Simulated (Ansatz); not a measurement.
**ZrB2: properties at the relaxed cell**

One table from this session's results is given with a row withheld; the runs are named, their logs left out.

Method: DFT PBE, scalar-relativistic, plane waves, PAW, in Ansatz 0.2.0.

1 further run of the same task is left out (set aside as unsound or not needed).

## Starting point

The structure is hexagonal, space group P6/mmm (No. 191). Conventional cell: a = 3.171 Å, b = 3.171 Å, c = 3.542 Å, α = 90.00°, β = 90.00°, γ = 120.00°. Zr (site symmetry 6/mmm) has 12 B at 2.55 Å as nearest neighbours. B (site symmetry -6m2) has 3 B at 1.83 Å and 6 Zr at 2.55 Å as nearest neighbours.

As a file:

```cif
data_structure
_symmetry_space_group_name_H-M 'P6/mmm'
_symmetry_Int_Tables_number 191
_cell_length_a 3.1713
_cell_length_b 3.1713
_cell_length_c 3.5420
_cell_angle_alpha 90.000
_cell_angle_beta 90.000
_cell_angle_gamma 120.000
_cell_volume 30.85
loop_
_atom_site_label
_atom_site_type_symbol
_atom_site_symmetry_multiplicity
_atom_site_Wyckoff_symbol
_atom_site_fract_x
_atom_site_fract_y
_atom_site_fract_z
_atom_site_occupancy
Zr1 Zr 1 a 0.00000 0.00000 0.00000 1
B1 B 2 d 0.33333 0.66667 0.50000 1
```

It is the result of an earlier relaxation at this level (volume 10.28 Å³/atom; gap on the mesh: none (metal)).

The first run:

Contents of input.yaml:

```yaml
crystal:
  lattice:
    - [3.1713308747, 0.0, 0.0]
    - [-1.5856654374, 2.7464531013, 0.0]
    - [0.0, 0.0, 3.5419829896]
  atoms:
    - { symbol: Zr, position: [0.0, 0.0, 0.0] }
    - { symbol: B, position: [0.3333333333, 0.6666666667, 0.5] }
    - { symbol: B, position: [0.6666666667, 0.3333333333, 0.5] }
basis:
  ecutwfc: 420
kpoints:
  mp_grid: { grid: [18, 18, 12] }
  band_path:
    path:
      - [[0.0, 0.0, 0.0], [0.5, 0.0, 0.0], [0.33333333, 0.33333333, 0.0], [0.0, 0.0, 0.0], [0.0, 0.0, 0.5], [0.5, 0.0, 0.5], [0.33333333, 0.33333333, 0.5], [0.0, 0.0, 0.5]]
      - [[0.5, 0.0, 0.5], [0.5, 0.0, 0.0]]
      - [[0.33333333, 0.33333333, 0.5], [0.33333333, 0.33333333, 0.0]]
    npoints: 14
hamiltonian:
  xc: pbe
scf:
  occupations: { method: gaussian, width: 0.1 }
  n_extra_bands: 7
output:
  forces: true
  stress: true
  eigenvalues: true
  populations: true
  dos: { projected: true, de: 0.02, nscf_kmesh: { grid: [27, 27, 18] } }
  bader: true
```

Command:

```console
ansatz run input.yaml --threads 1 --pin off --max-ram 2560MiB --backend cpu --events-out ev --progress --plain --runs-dir out
```

Steps of the session up to this table: Electronic structure at the relaxed geometry; The cell scaled to 0.97 of its volume; The cell scaled to 1.03 of its volume; The cell scaled to 0.94 of its volume; Point at V/V0 = 1.06.

One table of the session follows, with a row left open; its other results are not shown here.

It belongs to the step «Fit of the equation of state». 

```
volume (Å³/atom)  energy above the lowest point (meV/atom)  pressure (GPa)
           9.666                                      30.3           16.60
           9.975                                       7.2            7.67
          10.283                                       0.0           -0.02
          10.592                                         ?               ?
          10.900                                      25.0          -12.37
```

Q: Estimate the row for volume (Å³/atom) = 10.592 from the others.

Worked estimate for «energy above the lowest point (meV/atom)». A straight line through the neighbours (10.283, 0.0) and (10.900, 25.0) gives 0.0 + (25.0 − 0.0) × (10.592 − 10.283) / (10.900 − 10.283) = 12.5; a parabola fitted to 3 rows on both sides gives 5.9.

The run gave: energy above the lowest point (meV/atom): 6.6; pressure (GPa): -6.65. In «energy above the lowest point (meV/atom)» the line misses by +5.9 and the parabola by -0.7.
